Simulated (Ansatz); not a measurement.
Crystal: AlN.

```
CELL_PARAMETERS angstrom
3.11300 0.00000 0.00000
-1.55650 2.69594 0.00000
0.00000 0.00000 4.98100
ATOMIC_POSITIONS crystal
Al 0.66667 0.33333 0.50000
Al 0.33333 0.66667 0.00000
N 0.66667 0.33333 0.88000
N 0.33333 0.66667 0.38000
```

| Quantity | Value |
| --- | --- |
| Program | Ansatz 0.2.0 |
| Task | relaxation of cell and atoms |
| Functional | revPBE |
| Dispersion | D4 |
| Potentials or basis | Ansatz PAW |
| Cutoff | 420 eV (not typed: the program's choice for these potentials) |
| k mesh | 10 × 10 × 6 |
| Occupations | fermi-dirac, width 0.05 eV |
| Spin | no spin polarisation |

At the start: volume 10.45 Å³/atom.

Task: How do energy, volume and symmetry change on relaxing?

Result: It ends after 8 steps and the volume is 10.26 Å³/atom (-1.8 %); space group P6_3mc (No. 186, to 0.05 Å).

Step by step:
```
step  energy change (eV)  largest force (eV/Å)  volume (Å³)
   1              0.0000                0.1250        41.80
   2             -0.0076                0.0944        41.44
   3             -0.0114                0.0276        41.06
   4             -0.0114                0.0011        41.07
   5             -0.0114                0.0003        41.08
   6             -0.0096                0.0004        41.08
   7             -0.0096                0.0000        41.06
   8             -0.0096                0.0000        41.06
```

Final structure:
```xyz
4
Lattice="3.0942 0.0000 0.0000 -1.5471 2.6797 0.0000 0.0000 0.0000 4.9521" Properties=species:S:1:pos:R:3 pbc="T T T"
Al    1.5471    0.8932    2.4711
Al    0.0000    1.7864   -0.0049
N     1.5471    0.8932    4.3628
N     0.0000    1.7864    1.8867
```

Caveat: the plane-wave basis is chosen anew once the cell has moved, so the energies of steps on either side of that aren't comparable; the pressure holds a Pulay correction of +0.5 GPa for the finite cutoff; the PAW data sets come from PBE, with cores solved anew for the run's functional, which leaves a small shift of forces and pressure.
